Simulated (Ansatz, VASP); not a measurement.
**Two plane-wave programs on NaCl**

INCAR

```
SYSTEM = NaCl
  PREC = Accurate
  ENCUT = 520
  EDIFF = 1E-6
  ISMEAR = -1
  SIGMA = 0.05
  LREAL = .False.
  LASPH = .True.
  NELM = 60
  ALGO = Normal
  ISIF = 2
  LWAVE = .False.
  LCHARG = .False.
  NBANDS = 14
```

File KPOINTS:

```
regular mesh
0
Gamma
  8 8 8
  0 0 0
```

POSCAR

```
NaCl
1.0
    3.5253839872      0.0000000000      0.0000000000
    0.0000000000      3.5253839872      0.0000000000
    0.0000000000      0.0000000000      3.5253839872
Cl Na
1 1
Direct
    0.5000000000      0.5000000000      0.5000000000
    0.0000000000      0.0000000000      0.0000000000
```

input.yaml

```yaml
crystal:
  lattice:
    - [3.5253839872, 0.0, 0.0]
    - [0.0, 3.5253839872, 0.0]
    - [0.0, 0.0, 3.5253839872]
  atoms:
    - { symbol: Cl, position: [0.5, 0.5, 0.5] }
    - { symbol: Na, position: [0.0, 0.0, 0.0] }
hamiltonian:
  xc: lda
  pseudopotentials: { kind: paw }
kpoints:
  mp_grid: { grid: [8, 8, 8] }
scf:
  occupations: { method: fermi_dirac, width: 0.05 }
output:
  forces: true
  stress: true
  eigenvalues: true
  write_density: true
  write_potential: true
  elf: true
  volumetric_format: npy
```

Measurements of this composition are mostly on another form, of space group No. 225.

Alike in both runs: task single point; functional LDA; k mesh 8 × 8 × 8; occupations fermi-dirac, width 0.05 eV; no spin polarisation.

```csv
,VASP,Ansatz
version,VASP 6.6.1,Ansatz 0.2.0
potentials or method,"VASP PAW LDA potentials, release 64 (Cl, Na_pv)",Ansatz PAW
plane-wave cutoff (eV),520,420
valence electrons in the cell,14,16
```

|  | VASP | Ansatz | Ansatz less VASP |
| --- | --- | --- | --- |
| gap on the k mesh at the Fermi level (eV) | 3.55 | 3.54 | -0.006 |
| least direct gap on the mesh (eV) | 4.04 | 4.03 | -0.007 |
| pressure (GPa) | -3.5 | -3.4 | +0.02 |

The two sets of potentials don't hold the same shells in valence.

Caveats: the PAW data sets come from PBE, with cores solved anew for the run's functional, which leaves a small shift of forces and pressure (Ansatz). A k mesh can miss the band edges. LDA gaps usually lie below the measured ones, often by a third to a half.
